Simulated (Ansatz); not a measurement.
# Generalised stacking fault in WS$_{2}$

Theory: Ansatz, DFT PBEsol, scalar-relativistic, plane waves, PAW. Cutoff 420 eV, Γ-centred 8×2×3 k-points, Gaussian smearing of 0.05 eV. Spin–orbit coupling is left out, which matters for the heavy elements here. No spin polarisation. Energies are free energies at this smearing, counted from the undisturbed cell; pressure is positive in compression.

The starting cell (relaxed at this level; this form isn't the usual structure):

```
W S
1.0
     1.57289   -2.72432    0.00000
     0.00000    0.00000  -16.95342
     9.43733    5.44864    0.00000
W S
4 8
Direct
  0.50000 0.00000 0.83333
  0.00000 0.00000 0.08333
  0.50000 0.00000 0.33333
  0.00000 0.00000 0.58333
  0.00000 0.09242 0.91667
  0.50000 0.09242 0.16667
  0.00000 0.09242 0.41667
  0.50000 0.09242 0.66667
  0.00000 0.90758 0.91667
  0.50000 0.90758 0.16667
  0.00000 0.90758 0.41667
  0.50000 0.90758 0.66667
```

The cell holds layers and no dispersion correction was added, so their binding is poorly described.

The cut lies on the cell's a–b face, a (1 0 0) plane (indices in the standard cell, whose axes needn't be the Cartesian ones shown) of area 53.33 Å², between layers 1.82 Å apart. Vector c is tilted by f times 1·a − 1·b (length 17.243 Å) with the atoms' Cartesian places fixed: one unrelaxed fault a cell.

| f | γ (mJ/m²) | shear traction, the slope of γ along the slip (GPa) | gap on the mesh (eV) |
| --- | --- | --- | --- |
| 0.0000 | 0 | 0.0 | 2.09 |
| 0.0833 | 1726 | 3.6 | 0.60 |
| 0.1667 | 972 | 1.2 | 0.24 |
| 0.2500 | 1446 | 2.2 | 0.00 |
| 0.3333 | 1612 | 0.5 | 0.00 |
| 0.4167 | 1641 | 0.1 | 0.00 |
| 0.5000 | 1645 | 0.0 | 0.00 |

By symmetry 0.6667 repeats 0.3333, 0.8333 repeats 0.1667, 0.5833 repeats 0.4167, 0.7500 repeats 0.2500, 0.9167 repeats 0.0833 in energy, with the opposite slope along the path. Where the gap reads zero the k-mesh, chosen for the insulator, is on the coarse side.

Cost: 7 runs of about 6.6 core-minutes in all, on Intel Xeon 6975P-C (Granite Rapids) (shared hosts).